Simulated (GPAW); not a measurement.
# Ba in GPAW: single point with PBE+D3M(BJ)

Aim: the single point of Ba with PBE+D3M(BJ).

Everything below comes from runs of GPAW 26.7.0. Logs are shortened: lines on timing, memory, paths and dates and some standing lists are left out, and cuts for length are marked. The log counts tension as positive stress, the text compression.

## 1. The cell of the first run

The cell holds a slab with vacuum, 2 atoms: a = 3.910 Å, b = 4.141 Å, c = 20.700 Å, α = 90.00°, β = 90.00°, γ = 118.17°.

## 2. Single point, PBE+D3M(BJ) (the (0 0 1) slab of Ba, cut from the database cell, not relaxed)

File run.py:

```python
import numpy as np
from ase.calculators.mixing import SumCalculator
from ase.dft.bandgap import bandgap
from ase.io import read, write
from dftd3.ase import DFTD3
from gpaw import GPAW, PW

atoms = read('Ba.xyz')
atoms.pbc = (True, True, False)

calc = GPAW(mode=PW(450),
            xc='PBE',
            kpts={'size': (8, 8, 1), 'gamma': True},
            occupations={'name': 'fermi-dirac', 'width': 0.05},
            nbands=19,
            convergence={'density': 1e-05, 'energy': 1e-05},
            maxiter=150,
            poissonsolver={'dipolelayer': 'xy'},
            txt='gpaw.txt')
atoms.calc = SumCalculator([calc, DFTD3(method='pbe', damping='d3bjm')])
energy = atoms.get_potential_energy()
forces = atoms.get_forces()
calc.write('gs.gpw')
write('result.traj', atoms)
print(f'Energy: {energy:.6f} eV')
print('Forces (eV/A):')
print(forces.round(4))
print('Fermi level:', round(calc.get_fermi_level(), 4), 'eV')
print(f'Gap: {bandgap(calc)[0]:.4f} eV, direct: {bandgap(calc, direct=True)[0]:.4f} eV')

v = calc.get_electrostatic_potential().mean(axis=(0, 1))
z = np.arange(len(v)) * atoms.cell[2, 2] / len(v)
ef = calc.get_fermi_level()
np.savetxt('planar.dat', np.c_[z, v], fmt='%.4f')
below, above = np.interp([1.5, atoms.cell[2, 2] - 1.5], z, v) - ef
print(f'Work functions: bottom {below:.4f} eV, top {above:.4f} eV')
print('Dipole moment:', *calc.get_dipole_moment().round(5), 'e A')
```

File Ba.xyz:

```xyz
2
Lattice="3.9100000000 0.0000000000 0.0000000000 -1.9550000000 3.6500000000 0.0000000000 0.0000000000 0.0000000000 20.7000000000" Properties=species:S:1:pos:R:3 pbc="T T T"
Ba     0.0000000000      0.0000000000      7.5000000000
Ba     0.0000000000      0.0000000000     13.2000000000
```

Potentials or basis: GPAW PAW data sets (gpaw-data 1.2.1), pw.

On the command line:

```console
$ OMP_NUM_THREADS=1 python run.py
```

gpaw.txt:

```text
__  _  _
 | _ |_)|_||  |
 |__||  | ||/\| - 26.7.0

Input parameters:
  mode=PW(ecut=450.00000000000006),
  convergence={'density': 1e-05, 'energy': 1e-05},
  kpts=MonkhorstPack(size=(8, 8, 1), gamma=True),
  maxiter=150,
  nbands=19,
  occupations=Occupations(name='fermi-dirac', width=0.05),
  poissonsolver=PoissonSolver(dipolelayer='xy'),
  xc=XC(name='PBE')

Diagonalizing LCAO Hamiltonian
Converting LCAO to pw mode

       Ba

       Ba

Atoms  # Å, Bohr magnetons
|   | symbol |        x |        y |         z |    initial magnetic moments |
|---|--------|----------|----------|-----------|-----------------------------|
| 0 |     Ba | 0.000000 | 0.000000 |  7.500000 | ( 0.0000,  0.0000,  0.0000) |
| 1 |     Ba | 0.000000 | 0.000000 | 13.200000 | ( 0.0000,  0.0000,  0.0000) |

Unit cell  # Å
| periodic |         x |        y |         z |   lengths |     angles |
|----------|-----------|----------|-----------|-----------|------------|
|      yes |  3.910000 | 0.000000 |  0.000000 |  3.910000 |  90.000000 |
|      yes | -1.955000 | 3.650000 |  0.000000 |  4.140595 |  90.000000 |
|       no |  0.000000 | 0.000000 | 20.700000 | 20.700000 | 118.174234 |

Number of symmetries: 8
Symmetry operations  # r_c * U_cc + t_c -> r_c
|   | kind |            matrix            |
|---|------|------------------------------|
| 0 |  E   |  1, 0, 0,  0, 1, 0,  0, 0, 1 |
| 1 |  σ   |  1, 0, 0,  0, 1, 0,  0, 0,-1 |
| 2 |  σ   |  1, 0, 0, -1,-1, 0,  0, 0, 1 |
| 3 |  C2  |  1, 0, 0, -1,-1, 0,  0, 0,-1 |
| 4 |  σ   | -1, 0, 0,  1, 1, 0,  0, 0, 1 |
| 5 |  C2  | -1, 0, 0,  1, 1, 0,  0, 0,-1 |
| 6 |  C2  | -1, 0, 0,  0,-1, 0,  0, 0, 1 |
| 7 |  i   | -1, 0, 0,  0,-1, 0,  0, 0,-1 |

BZ-sampling:
  Number of BZ points: 64
  Number of IBZ points: 21

  Monkhorst-Pack size: [8, 8, 1]
  Monkhorst-Pack shift: [0.0625, 0.0625, 0.0]

K-points  # in reciprocal-cell coordinates
|     |                                coordinates |     weight |
|-----|--------------------------------------------|------------|
|   0 | (  0.00000000,   0.00000000,   0.00000000) | 0.01562500 |
|   1 | (  0.00000000,   0.12500000,   0.00000000) | 0.03125000 |
|   2 | (  0.00000000,   0.25000000,   0.00000000) | 0.03125000 |
|   3 | (  0.00000000,   0.37500000,   0.00000000) | 0.03125000 |
|   4 | (  0.00000000,   0.50000000,   0.00000000) | 0.01562500 |
|   5 | (  0.12500000,   0.00000000,   0.00000000) | 0.06250000 |
|   6 | (  0.12500000,   0.12500000,   0.00000000) | 0.06250000 |
|   7 | (  0.12500000,   0.25000000,   0.00000000) | 0.06250000 |
|   8 | (  0.12500000,   0.50000000,   0.00000000) | 0.06250000 |
|   9 | (  0.25000000,  -0.12500000,   0.00000000) | 0.03125000 |
| ... |                                            |            |
|  20 | (  0.50000000,   0.50000000,   0.00000000) | 0.03125000 |

Plane wave coefficients: 6474
Cutoff: 450.00000000000006 eV

Spin-components: 1 (collinear spins)
Bands:           19
Projectors:      12
Spin-degeneracy: 2
Datatype:        complex128

Parallelization:
  kpt:    1
  domain: 1
  band:   1

Density:
  Valence electrons: 20.0
  Components: 1
  Grid points: [ 21  21 105]
  Charge: 0.0  # |e|

Potential:
  Grid points: [ 21  21 105]

species:
  Ba:
    name:    Barium
    Z:       56.0
    valence: 10
    core:    46
    charge:  0.0  # [|e|]
    compensation charges:
      type: gauss
      rc: 0.37  # [Å]
      lmax: 2
    cutoffs:
      filter: 2.06  # [Å]
      core: 2.33  # [Å]
    projectors
    | kind |    occ | energy [eV] | rcut [Å] |
    |------|--------|-------------|----------|
    |   5s |  2.000 |     -33.644 |    1.164 |
    |   6s |  2.000 |      -3.229 |    1.164 |
    |   5p |  6.000 |     -18.744 |    1.164 |
    |    p |        |       0.000 |    1.164 |
    |    d |        |       0.000 |    1.164 |
    |    d |        |      27.211 |    1.164 |

    Using partial waves for Ba as LCAO basis

Reference energy: -442555.685022  # eV

eigensolver:
  PPCG
  Converge bands: occupied
  niter=2

density mixing:
  MSR1-Mixer
  Pratt-step length: 0.05
  Maximum mixing coefficient: 0.75
  Old densities: 10
  SVD Regularization: 0.005
  Good broyden scale: 1.0
  Trust region scale: 1.0
  Backstep threshold: 4.0
  History deletion threshold: 6.0
  Fourier metric: weight=20.0, sigma=0.015

occupation numbers:
  Fermi-Dirac:
    width: 0.0500  # eV

<gpaw.new.pw.poisson.DipoleLayerPWPoissonSolver object>
xc functional:
  name: PBE with 2 nearest neighbor stencil

convergence criteria:
- Maximum integral of absolute [dens]ity change: 1e-05 electrons / valence electron
- Maximum [total energy] change in last 3 cyles: 1e-05 eV / valence electron
- Maximum integral of absolute [eigenst]ate change: 4e-08 eV^2 / valence electron
maximum number of iterations: 150

SCF iterations
|iter     | |      energy | eigst |  dens |
|---------|-|-------------|-------|-------|
|iter:   1| |   -1.694661 | +0.01 |       |
|iter:   2| |   -2.529254 | -0.68 | -1.12 |
|iter:   3| |  -17.100870 | -0.05 | -1.09 |
|iter:   4| |   -2.606250 | -0.58 | -0.42 |
|iter:   5| |   -2.401697 | -1.63 | -1.02 |
|iter:   6| |   -2.358814 | -2.42 | -1.45 |
|iter:   7| |   -2.330357 | -3.01 | -1.39 |
|iter:   8| |   -2.329462 | -4.17 | -2.30 |
|iter:   9| |   -2.328642 | -5.03 | -2.41 |
|iter:  10| |   -2.328725 | -5.80 | -2.88 |
|iter:  11| |   -2.328875 | -5.44 | -3.11 |
|iter:  12| |   -2.328918c| -6.89 | -3.47 |
|iter:  13| |   -2.328920c| -7.76c| -4.37 |
|iter:  14| |   -2.328920c| -8.41c| -5.13c|

Converged in 14 steps
Energy contributions relative to reference atoms: (reference = -442555.685022)

Energy contributions:
  Kinetic:           2.353676
  Coulomb:           2.948322
  Zero:             -0.115814
  External:          0.000000
  Xc:               -7.489789
  Entropy:          -0.050629
  Spinorbit:         0.000000
  ----------------------------
  Free energy:      -2.354234
  Extrapolated:     -2.328920

dipole moment: (-23.706872, -44.260911, 0.000001)  # |e|*Ang

Fermi level: 0.828
Eigenvalues  # (at kpt = [0.000, 0.000, 0.000])
| band index |      eig [eV] | occ [0-2] |
|------------|---------------|-----------|
|          0 |       -28.289 |     2.000 |
|        ... |               |           |
|          3 |       -13.630 |     2.000 |
|          4 |       -13.093 |     2.000 |
|          5 |       -13.092 |     2.000 |
|          6 |       -13.001 |     2.000 |
|          7 |       -13.000 |     2.000 |
|          8 |        -1.429 |     2.000 |
[... 8 lines left out ...]
|         17 |         3.299 |     0.000 |
|         18 |         3.973 |     0.000 |

No gap
No difference between direct/indirect transitions
vacuum-level: 3.350  # V
Workfunctions: 2.521, 2.521 eV (top, bottom)

Forces  # eV/Ang
|       x |       y |        z |
|---------|---------|----------|
| 0.00000 | 0.00000 |  0.19220 |  # Ba   0
| 0.00000 | 0.00000 | -0.19220 |  # Ba   1

# Writing to gs.gpw (mode='')
```

Run time: 67 s. Hardware: 1 thread of Arm Neoverse V1, shared host; peak memory 0.26 GiB.

Results:

```yaml
Free_energy: -3.8713 eV
Largest_force: 0.254 eV/Å
Band_gap_on_the_k_mesh: none (metal or under the smearing width)
Dispersion_energy_per_atom: -0.759 eV
Dipole_across_the_slab: 0.00 e·Å
Work_function_of_the_upper_face: 2.52 eV
Work_function_of_the_lower_face: 2.52 eV
```

Forces on the atoms (eV/Å):
```
Ba   0.000  0.000  0.254
Ba   0.000  0.000 -0.254
```

The run has no spin-orbit coupling, so splittings on Ba are missing.
